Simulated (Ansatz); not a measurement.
# Response of SrCl$_{2}$ to small distortions

```
Sr Cl
1.0
     0.00000    3.48550    3.48550
     3.48550    0.00000    3.48550
     3.48550    3.48550    0.00000
Sr Cl
1 2
Direct
  0.00000 0.00000 0.00000
  0.25000 0.25000 0.25000
  0.75000 0.75000 0.75000
```

Atoms are numbered in the order listed.

The cell is COD entry 1541509, as deposited and not checked against the literature; nothing was relaxed.

These are results of DFT, PBE, all-electron LAPW, scalar-relativistic in Ansatz 0.2.0, not measurements.

The runs use a Γ-centred 8×8×8 k mesh, Fermi–Dirac smearing of 0.01 eV, basis error target 1 meV/atom, no spin polarisation.

The unchanged cell is at 1.08 GPa, so energy changes include a term −P ΔV where the volume moves.

Semilocal functionals give too small gaps.

x, y and z are the Cartesian axes of the cell as listed; fractional coordinates follow a strain, and an engineering shear is twice the off-diagonal strain component.

Problem. One change gave: energy change under 1 meV/atom; stress change (xx, yy, zz, yz, xz, xy) 0.02, 0.02, 0.02, 0.00, 0.00, -0.30 GPa, compression positive; change of the force on Cl2 (0.000, 0.000, -0.049) eV/Å; gap on the k mesh 5.35 → 5.35 eV. Which change was it?
A. xy engineering shear strain of +2 %
B. x and y strained by -3 %, z held
C. atom 2 (Cl) moved by (0.0289, 0.0289, 0.0289) Å

Solution. A. For x and y strained by -3 %, z held: energy change +27 meV/atom; stress change (xx, yy, zz, yz, xz, xy) 3.25, 3.25, 1.54, 0.00, 0.00, 0.00 GPa, compression positive; gap on the k mesh 5.35 → 5.39 eV. For atom 2 (Cl) moved by (0.0289, 0.0289, 0.0289) Å: energy change +1 meV/atom; stress change (xx, yy, zz, yz, xz, xy) 0.02, 0.02, 0.02, -0.13, -0.13, -0.13 GPa, compression positive; change of the force on Cl2 (-0.076, -0.076, -0.076) eV/Å; gap on the k mesh 5.35 → 5.35 eV.

Problem. What force constant does this one finite step give for Cl2 along its displacement (all its periodic images move with it)?

Solution. k = −ΔF·u/|u|² = 2.62 eV/Å², so the force pulls the atom back.
